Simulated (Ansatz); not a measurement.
# Electron scattering at the Σ9 (221) boundary in fcc Ir with Mg (substitutional), part 2 of 2

Aim: the relaxed structure and the specific resistance of the Σ9 (221) boundary in fcc Ir with Mg (substitutional).

Ansatz 0.2.0; Ansatz plane-wave DFT, PBE, PAW files; relaxation of a bicrystal slab with its lowest layers held; PAW set soft_1 (the session's first sound run).

So far. Step 2 (Relaxing the bicrystal): The largest force component on a free atom ends at 0.021 eV/Å, under the tolerance of 0.03, after 10 steps.

### 3. Transmission across the boundary

Bulk layers of each grain are laid under and over the relaxed boundary, and a lead is named in the middle of each, away from the free faces. The mesh across the current, 24×8, is finer than the density's, because channels open and close sharply across the zone. Energies from -0.1 to 0.1 eV in steps of 0.05 eV are too few for the program's thermal sum, so it prints no conductance; for a metal the transmission near the Fermi level serves, at a fraction of the cost.

This step: Ansatz plane-wave DFT, PBE, PAW files; ballistic transport by layer matching (Landauer), zero bias; boundary relaxed in a short slab, bulk layers laid on; PAW set soft_1 (Ansatz 0.2.0).

System of this step: Σ9 (221) boundary in fcc Ir with Mg (substitutional). The cell holds 67 atoms: 66 Ir and 1 Mg. Cell: a = 2.715 Å, b = 8.145 Å, c = 50.875 Å, α = 90.0°, β = 90.0°, γ = 90.0°. It derives from Ir. Regions: lower grain, 27 atoms (27 Ir); boundary, 18 atoms (17 Ir and 1 Mg); upper grain, 22 atoms (22 Ir). Vacuum lies along c.

Input file input.yaml:

```yaml
crystal:
  lattice:
    - [2.7148657757, 0.0, 0.0]
    - [0.0, 8.1445973271, 0.0]
    - [0.0, 0.0, 50.8750737123]
  atoms:
    - { symbol: Ir, position: [-17.9999999995, -9.9999999999, 0.0786239647] }
    - { symbol: Ir, position: [-17.4999999995, -9.7222222222, 0.0912018335] }
    - { symbol: Ir, position: [-16.9999999995, -9.4444444444, 0.1037797022] }
    - { symbol: Ir, position: [-16.4999999996, -9.1666666666, 0.116357571] }
    - { symbol: Ir, position: [-15.9999999996, -8.8888888888, 0.1289354397] }
    - { symbol: Ir, position: [-15.4999999996, -8.6111111111, 0.1415133085] }
    - { symbol: Ir, position: [-14.9999999996, -8.3333333333, 0.1540911772] }
    - { symbol: Ir, position: [-14.4999999996, -8.0555555555, 0.166669046] }
    - { symbol: Ir, position: [-13.9999999997, -7.7777777777, 0.1792469147] }
    - { symbol: Ir, position: [-13.4999999997, -7.5, 0.1918247835] }
    - { symbol: Ir, position: [-12.9999999997, -7.2222222222, 0.2044026522] }
    - { symbol: Ir, position: [-12.4999999997, -6.9444444444, 0.216980521] }
    - { symbol: Ir, position: [-11.9999999997, -6.6666666666, 0.2295583898] }
    - { symbol: Ir, position: [-11.4999999997, -6.3888888889, 0.2421362585] }
    - { symbol: Ir, position: [-10.9999999998, -6.1111111111, 0.2547141273] }
    - { symbol: Ir, position: [-10.4999999998, -5.8333333333, 0.267291996] }
    - { symbol: Ir, position: [-9.9999999998, -5.5555555555, 0.2798698648] }
    - { symbol: Ir, position: [-9.4999999998, -5.2777777778, 0.2924477335] }
    - { symbol: Ir, position: [-8.9999999998, -5.0, 0.3050256023] }
    - { symbol: Ir, position: [-8.4999999999, -4.7222222222, 0.317603471] }
    - { symbol: Ir, position: [-7.9999999999, -4.4444444444, 0.3301813398] }
    - { symbol: Ir, position: [-7.4999999999, -4.1666666667, 0.3427592085] }
    - { symbol: Ir, position: [-6.9999999999, -3.8888888889, 0.3553370773] }
    - { symbol: Ir, position: [-6.4999999999, -3.6111111111, 0.367914946] }
    - { symbol: Ir, position: [-5.9999999999, -3.3333333333, 0.3804928148] }
    - { symbol: Ir, position: [-5.5, -3.0555555556, 0.3930706836] }
    - { symbol: Ir, position: [-5.0, -2.7777777778, 0.4056485523] }
    - { symbol: Ir, position: [0.5, 0.5, 0.4182264211] }
    - { symbol: Ir, position: [0.0, 0.7800271468, 0.4310789395] }
    - { symbol: Ir, position: [0.5, 0.0575747545, 0.4435169765] }
    - { symbol: Ir, position: [0.0, 0.3356900129, 0.4553775021] }
    - { symbol: Ir, position: [0.5, 0.6115153916, 0.4687646084] }
    - { symbol: Ir, position: [0.0, 0.8886418167, 0.482437668] }
    - { symbol: Ir, position: [0.5, 0.1729141149, 0.492985124] }
    - { symbol: Ir, position: [0.0, 0.4398859201, 0.5070434935] }
    - { symbol: Ir, position: [0.5, 0.7157378217, 0.5198975072] }
    - { symbol: Mg, position: [0.0, 0.0261072788, 0.5325517697] }
    - { symbol: Ir, position: [0.0, 0.5423679416, 0.55635833] }
    - { symbol: Ir, position: [0.5, 0.2602192057, 0.5679045847] }
    - { symbol: Ir, position: [0.0, 0.9869398058, 0.582990517] }
    - { symbol: Ir, position: [0.5, 0.7102896059, 0.5931604591] }
    - { symbol: Ir, position: [0.0, 0.4295302407, 0.6061446569] }
    - { symbol: Ir, position: [0.5, 0.1530923475, 0.6196882217] }
    - { symbol: Ir, position: [0.0, 0.8736451505, 0.6322451815] }
    - { symbol: Ir, position: [0.5, 0.5963633432, 0.6446629227] }
    - { symbol: Ir, position: [-5.0, -2.6814144345, 0.6572407915] }
    - { symbol: Ir, position: [-5.5, -2.9591922123, 0.6698186602] }
    - { symbol: Ir, position: [-5.9999999999, -3.2369699901, 0.682396529] }
    - { symbol: Ir, position: [-6.4999999999, -3.5147477679, 0.6949743977] }
    - { symbol: Ir, position: [-6.9999999999, -3.7925255456, 0.7075522665] }
    - { symbol: Ir, position: [-7.4999999999, -4.0703033234, 0.7201301352] }
    - { symbol: Ir, position: [-7.9999999999, -4.3480811012, 0.732708004] }
    - { symbol: Ir, position: [-8.4999999999, -4.625858879, 0.7452858727] }
    - { symbol: Ir, position: [-8.9999999998, -4.9036366567, 0.7578637415] }
    - { symbol: Ir, position: [-9.4999999998, -5.1814144345, 0.7704416102] }
    - { symbol: Ir, position: [-9.9999999998, -5.4591922123, 0.783019479] }
    - { symbol: Ir, position: [-10.4999999998, -5.7369699901, 0.7955973478] }
    - { symbol: Ir, position: [-10.9999999998, -6.0147477678, 0.8081752165] }
    - { symbol: Ir, position: [-11.4999999997, -6.2925255456, 0.8207530853] }
    - { symbol: Ir, position: [-11.9999999997, -6.5703033234, 0.833330954] }
    - { symbol: Ir, position: [-12.4999999997, -6.8480811012, 0.8459088228] }
    - { symbol: Ir, position: [-12.9999999997, -7.1258588789, 0.8584866915] }
    - { symbol: Ir, position: [-13.4999999997, -7.4036366567, 0.8710645603] }
    - { symbol: Ir, position: [-13.9999999997, -7.6814144345, 0.883642429] }
    - { symbol: Ir, position: [-14.4999999996, -7.9591922123, 0.8962202978] }
    - { symbol: Ir, position: [-14.9999999996, -8.23696999, 0.9087981665] }
    - { symbol: Ir, position: [-15.4999999996, -8.5147477678, 0.9213760353] }
kpoints:
  mp_grid: { grid: [9, 3, 1] }
hamiltonian:
  xc: pbe
  pseudopotentials: { kind: paw, azcp: { folder: soft_1 } }
scf:
  occupations: { method: fermi_dirac, width: 0.1 }
output:
  transmission:
    leads: [[14, 15], [54, 55]]
    kmesh: [24, 8]
    e_range: [-0.1, 0.1]
    de: 0.05
  write_potential: true
  write_density: true
  volumetric_format: npy
  elf: true
```

Run with:

```sh
$ ansatz run input.yaml --threads 4 --pin off --max-ram 15360MiB --backend cpu --events-out ev --progress --plain --runs-dir out
```

Numbers of over 12 decimals in the logs are rounded to 6 here.

Log:

```text
[...]
Crystal: 67 atoms, lattice volume = 1124.924 Å³
Basis set: ecut = 420 eV, 22193 PW (Γ)
Bands: 680, of which v1, the nominal top of the filled ones, is band 566 counted from 1 (565 counted from 0)
Symmetry: 2 space group operations
[...]
k-points: 10 of 27 (time reversal used)
[...]
SCF iter   1: F=—  HF=-789752.515944 eV  |F-HF|=—  |Δ(HF+E_count)|=         —  Δρ=4.55e-2  dr2=7.25e1  ethr=3.10e-3  ⟨swp⟩=6.3  Hψ=23421  notcnv=0  defer=186
[...]
SCF iter  12: F=-789746.363600 eV  HF=-789746.363600 eV  |F-HF|=2.28e-8  |Δ(HF+E_count)|=   6.10e-8  Δρ=1.42e-6  dr2=3.22e-8  ethr=8.83e-12  ⟨swp⟩=12.4  Hψ=21650  notcnv=0
SCF 1 converged in 12 iterations: F = -789746.363600 eV  dr2 = 3.22e-8
[...]
transmission: 454 of 4485 steps passed
transmission: 900 of 4485 steps passed
[...]
transmission: 4485 of 4485 steps passed
WARN: The output density's exchange-correlation potential varies sharply where the density is thin. Do not read a vacuum level from v_tot or v_xc, or from such a field of the output density. On a cell that repeats whose density bears no net charge and no dipole along the vacuum's axis use v_es (v_loc + v_h of the components); under efield.dipole_correction with no amplitude use v_es + v_field, which holds any externa [...]
SCF converged after 12 iterations
Free energy (F): -789746.363600 eV
[...]
Internal energy: -789744.165720 eV  (E = F + TS)
E sigma→0 (E₀):  -789745.264660 eV
Entropy (-TS):   -2.197880 eV (-32.804 meV/atom)
Fermi energy:    20.647886 eV
[...]
--- Band table (eV; the first three rows and the last of 10) ---
  k-point 0: bands = [... 562 lower, 20.2583, 20.3011, 20.3212, 20.3684, 20.3765, 20.4264, 20.4297, 20.4331, ... 110 higher]
  k-point 1: bands = [... 562 lower, 20.0740, 20.1004, 20.1281, 20.2129, 20.2245, 20.2870, 20.2901, 20.3104, ... 110 higher]
  k-point 2: bands = [... 562 lower, 20.1355, 20.1536, 20.1694, 20.2345, 20.2996, 20.3170, 20.3703, 20.4058, ... 110 higher]
  k-point 9: bands = [... 562 lower, 21.4050, 21.4141, 21.4382, 21.4576, 21.4650, 21.4688, 21.4772, 21.4894, ... 110 higher]
--- Transmission ---
  basis      : 199 plane waves across, 69 finite elements along
  points     : 65, standing for a mesh of 24 x 8
  energies   : 5 from -0.100000 to 0.100000 eV about the Fermi level, 0.050000 eV apart; the leads are filled to 0.000000 eV, and channels, transmission and decay are at 0.000000 eV
  crystal 0  : Ir4, at the sites [14, 15], period 2.5596 Å, over 17.92 Å; its Hamiltonian steps by up to 20.4 meV
    offset         : up to 0.0000 Å between an atom of the period and one for which it stands
    channels       : 5.562500e0 a spin
    conductance    : none, the energies end too early or step too widely for 300 K: set another output.transmission.e_range or a lower de, or, where they end at an eighth of basis.ecutwfc, a higher one
[...]
channels       : 5.562500e0 a spin
[...]
junction   : crystal 0 to crystal 1, 12.64 to 37.60 Å
    transmission   : 2.158273e0 a spin
[...]
```

The job ended after 26 min (4 threads of Arm Neoverse V1, shared host; peak memory 11 GiB; 1.6 h of CPU time).

In the SCF lines HF is the Harris–Foulkes energy and dr2 the Hartree energy of the density residual, in eV; the loop may stop once dr2 is under the threshold and the program's other checks hold. Hψ counts applications of the Hamiltonian.

This step gave:

- free energy: -789746.3636 eV
- energy at zero smearing: -789745.2647 eV
- Fermi energy: 20.65 eV
- cell area: 22.11 Å²
- transmission per spin nearest the Fermi level: 2.158
- open channels per spin nearest the Fermi level: 5.562
- open channels per spin, upper lead: 5.562
- step of the lead's potential: 20.4 meV
- step of the upper lead's potential: 21.5 meV

Per spin. Transmission, zone mean against energy, zero at the Fermi level:

| energy (eV) | transmission, zone mean |
| --- | --- |
| -0.1000 | 2.11 |
| -0.0500 | 2.14 |
| 0.0000 | 2.16 |
| 0.0500 | 2.19 |
| 0.1000 | 2.22 |

Per spin. Table of open channels, zone mean by energy, zero at the Fermi level:

| energy (eV) | lead | upper lead |
| --- | --- | --- |
| -0.1000 | 5.49 | 5.49 |
| -0.0500 | 5.58 | 5.58 |
| 0.0000 | 5.56 | 5.56 |
| 0.0500 | 5.70 | 5.70 |
| 0.1000 | 5.78 | 5.76 |

Transmission over k1 and k2. At 0.0000 eV from the Fermi level.

Ten even steps from '0' (0.64) to '9' (3.31):
```
552465667577577576656425
100435678978787987653400
222344668777877786644322
012457833589898533875421
222344668777877786644322
100435678978787987653400
552465667577577576656425
566375456685558665457366
```
Columns: k1 (b1) from -0.5 to 0.458; rows upwards: k2 (b2) from -0.5 to 0.375.

Open channels over k1 and k2. At 0.0000 eV from the Fermi level.

Ten even steps from '_' (2.00) to '@' (8.00):
```
****++%%@@********++**********++********@@%%++**
------++..++++****%%**%%%%%%**%%****++++..++----
------++--++++++********@@********++++++--++----
__------++****----++%%@@@@@@%%++----****++------
------++--++++++********@@********++++++--++----
------++..++++****%%**%%%%%%**%%****++++..++----
****++%%@@********++**********++********@@%%++**
--******@@**********@@******@@**********@@******
```
Columns: k1 (b1) from -0.5 to 0.458; rows upwards: k2 (b2) from -0.5 to 0.375.

ELF in the cb plane at fractional x = 0.000, with atoms of Ir and Mg within 0.2 Å of it. It is the smooth field of the valence electrons, not physical close to the nuclei.

Ten even steps from '0' (0.06) to '9' (0.59), each cell a mean:
```
34455322344443699754204421669879744478744444
23455433444444898974410002557998554799953444
12444446875345987964554322334654344887964435
23444448998445799854555431113444444799955468
45534459779544457545555431012345444588544588
89864558998434433334555542122345543344344489
98895545796444443223455543333445542224444469
98885443443345542123444445764444432124454445
79974444432235543223444358996344432234554323
45644444421234444455434479788444454344554212
44333455432234444589865579897554798544443222
44212345443444443698885658985457989734444333
54222344445886443697884545653447978844357744
54333344436989744589973333444435999644589973
44446643448879744345642223444444675344697884
44369985456999634444431123455433334443598985
44479797444576444455431124555432234444479754
44479896344443344555431124555432234544345434
64457985444432234565520004555432334543223444
74434553445432124566402311554555444443113444
53444322345543234565224341446898544443223455
44444321245543355445123141568889734344334554
```
Columns run along c (16.0 Å, from fractional 0.37 to 0.68 of the cell), rows up along b (8.1 Å). Atoms in or near the plane, at fractional coordinates: Ir at (0.38, 0.67), Ir at (0.41, 0.22), Ir at (0.43, 0.78), Ir at (0.46, 0.34), Ir at (0.48, 0.89), Ir at (0.51, 0.44), Mg at (0.53, 0.03), Ir at (0.56, 0.54), Ir at (0.58, 0.99), Ir at (0.61, 0.43), Ir at (0.63, 0.87), Ir at (0.66, 0.32), Ir at (0.68, 0.76).

Electrostatic potential energy in the cb plane at fractional x = 0.000, with atoms of Ir and Mg within 0.2 Å of it. With pseudopotentials it is smooth inside the atoms' cores, unlike the true potential.

Ten even steps from '0' (-56 eV) to '9' (23 eV), each cell a mean:
```
99999999999998632489974258983001589754689999
99999999889997300169998889996323798410269999
99999997556997300159999999998767997300158987
99999973113798521379999999999999998410269852
87789962001699866799999999999999999754689730
42258973002799999999999999999999999988999730
20027986446899999999999999999999999999999863
10027999889999999999999987668999999999999987
42248999999999999999999962125899999999999999
86789999999999999987789840003899888999999999
99999999999999999742368851004897434799999999
99999999999888999510038974337985101489999999
99999999997435798510038998789984000389875689
99999999984101589731259999999996212589731148
99987678983000489976789999999998656898510027
99862126885102699999999999999999999999610038
99840004898656899999999999999999999999853468
79841014899989999999999999999999999999988899
58973247999999999999999899999999999999999999
48998789999999999999985579998778999999999999
69999999999999999999960038986324799999999999
89999999999999987899950027983001599988999999
```
Columns run along c (16.0 Å, from fractional 0.37 to 0.68 of the cell; values clipped at the 3rd and 97th percentile), rows up along b (8.1 Å). Atoms in or near the plane, at fractional coordinates: Ir at (0.38, 0.67), Ir at (0.41, 0.22), Ir at (0.43, 0.78), Ir at (0.46, 0.34), Ir at (0.48, 0.89), Ir at (0.51, 0.44), Mg at (0.53, 0.03), Ir at (0.56, 0.54), Ir at (0.58, 0.99), Ir at (0.61, 0.43), Ir at (0.63, 0.87), Ir at (0.66, 0.32), Ir at (0.68, 0.76).

Valence density in the cb plane at fractional x = 0.000, with atoms of Ir and Mg within 0.2 Å of it. It is the smooth field of the valence electrons, not physical close to the nuclei.

Values in e/Å³, 12 rows by 16 columns, each cell a mean:
```
 0  0  0  0  0  4  3  0  2  0  4  5  1  4  1  0
 0  0  1  3  1  6  4  0  0  0  1  1  1  8  2  1
 1  1  3  8  1  1  1  0  0  0  0  0  1  3  1  4
 7  3  1  3  0  0  0  0  0  0  0  0  0  0  0  3
 5  2  0  0  0  0  0  0  1  4  1  0  0  0  0  0
 1  0  0  0  0  0  1  2  1  8  3  1  2  0  0  0
 0  0  0  0  2  0  4  7  1  2  1  3  7  1  1  1
 0  0  1  1  8  2  2  3  0  0  0  2  4  1  5  3
 0  4  3  1  6  1  0  0  0  0  0  0  0  0  6  3
 1  5  5  0  1  0  0  0  0  0  0  0  0  0  1  1
 1  1  1  0  0  0  0  0  2  0  1  1  0  0  0  0
 1  0  0  0  0  0  0  1 15  0  4  5  0  0  0  0
```
Columns run along c (16.0 Å, from fractional 0.37 to 0.68 of the cell), rows up along b (8.1 Å). Atoms in or near the plane, at fractional coordinates: Ir at (0.38, 0.67), Ir at (0.41, 0.22), Ir at (0.43, 0.78), Ir at (0.46, 0.34), Ir at (0.48, 0.89), Ir at (0.51, 0.44), Mg at (0.53, 0.03), Ir at (0.56, 0.54), Ir at (0.58, 0.99), Ir at (0.61, 0.43), Ir at (0.63, 0.87), Ir at (0.66, 0.32), Ir at (0.68, 0.76).

Over the solved energies the transmission per spin lies between 2.11 and 2.22, out of 5.62 channels of the lead on average (up to 5.78).

### 4. Specific resistance

This step: Ansatz plane-wave DFT, PBE, PAW files; ballistic transport by layer matching (Landauer), zero bias; specific resistance of the boundary; PAW set soft_1 (Ansatz 0.2.0).

Numbers from this step:

| Property | Result |
| --- | --- |
| area resistance | 0.8118 fΩ m² |
| T over the leads' mean channel count | 0.3848 |

Averaged over the energies near the Fermi level, 38.5 % of the channels pass, which makes 0.812 fΩ m².

By hand, with T and the leads' channels N averaged over the energies near the Fermi level: RA = A (h/2e²)(1/T − ½[1/N₁ + 1/N₂]) = 22.11×10⁻²⁰ m² × 12 906 Ω × (1/2.163 − ½[1/5.623 + 1/5.620]) = 0.812 fΩ m².

### 5. Outcome

```json
{
  "specific resistance of the boundary": "0.812 fΩ m²",
  "share of channels that pass": "0.385"
}
```

**Reading.** The boundary has a specific resistance of 0.81 fΩ m². The boundary reflects 62 % of the channels; 0.81 fΩ m² is 8.1×10⁻¹² Ω·cm². One Mg in 22.1 Å² of boundary is a high coverage. In the relaxation the upper grain slid sideways by about 0.8 Å, so the result belongs to the position that it found, not to the starting one. Each plane of this narrow cell holds one atom, so the solute fills a whole plane. One starting structure was relaxed; another shift or atom count at the boundary may lie lower. Spin-orbit coupling is left out, which matters for Ir.

[Logs are printed without paths, hosts, clocks, repeated set-up lines and the standing remarks that a program may print on its own settings, such as how far it seeks lower states.]

[Hosts, paths, dates, database ids (printed as entryN), source tags and the programs' standing remarks are cut or masked in the printed files.]
